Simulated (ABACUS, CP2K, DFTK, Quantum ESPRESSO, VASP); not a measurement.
**W: equilibrium volume by level of theory**

The structure is cubic, space group Im-3m (No. 229). Conventional cell: a = 3.165 Å, b = 3.165 Å, c = 3.165 Å, α = 90.00°, β = 90.00°, γ = 90.00°. W (site symmetry m-3m) is surrounded by 8 W at 2.74 Å.

| rung | level | program and potentials | cutoff (eV) | k mesh | smearing | task | equilibrium volume (Å³/atom) | miss | notes |
| --- | --- | --- | --- | --- | --- | --- | --- | --- | --- |
| LDA | LDA | Quantum ESPRESSO, PseudoDojo 0.4.1 SR LDA standard | 952 | 12 × 12 × 12 | fermi-dirac 0.05 | equation of state | 15.36 | -3.2 % | - |
| GGA | PBE | CP2K, POTENTIAL_UZH W GTH-PBE-q14; TZVP-MOLOPT-PBE-GTH basis | - | 12 × 12 × 12 | fermi-dirac 0.05 | equation of state | 16.03 | +1.1 % | atomic basis |
| GGA | PBE | DFTK, PseudoDojo SR PBE 0.4.1 standard (PBE) | 1007 | 12 × 12 × 12 | fermi-dirac 0.05 | equation of state | 16.15 | +1.8 % | - |
| GGA | PBE | VASP, PBE PAW files W, release 54, 600 eV | 600 | 12 × 12 × 12 | fermi-dirac 0.05 | relaxation of cell and atoms | (a) | ? | 6 valence electrons an atom on average |
| GGA | PBEsol | VASP, PBE PAW files W_sv, 600 eV | 600 | 12 × 12 × 12 | fermi-dirac 0.05 | relaxation of cell and atoms | 15.73 | -0.8 % | potentials made for PBE; 14 valence electrons an atom on average |
| GGA | PW91 | VASP, PBE PAW files W_sv, 600 eV | 600 | 12 × 12 × 12 | fermi-dirac 0.05 | relaxation of cell and atoms | 16.25 | +2.5 % | potentials made for PBE; 14 valence electrons an atom on average |
| GGA | WC | ABACUS, PseudoDojo NC SR 0.5 PBE stringent, plane waves | 1007 | 10 × 10 × 10 | fermi-dirac 0.05 | relaxation of cell and atoms | 15.82 | -0.3 % | potentials made for PBE; 14 valence electrons an atom on average |
| GGA | revPBE | VASP, PBE PAW files W_sv, 600 eV | 600 | 12 × 12 × 12 | fermi-dirac 0.05 | relaxation of cell and atoms | 16.32 | +2.9 % | potentials made for PBE; 14 valence electrons an atom on average |

All rows: no spin polarisation. Smearing widths are in eV. For a metal such meshes aren't converged. Meshes differ between rows, which moves values too. Meshes are those of the run's cell of 1 atom unless a note names another. Relaxations start from the cell shown or near it and stop with a little pressure left. Misses use the values as printed. Runs on faulty files, with rough fits or with known faults for this quantity aren't shown. No row holds spin-orbit coupling.

Measured: 15.86 Å³/atom at 297.95 K (a printed reference work). The runs are for a static lattice.

Estimate the value left out from the other rows.

(a) 15.96 Å³/atom, miss +0.6 %.
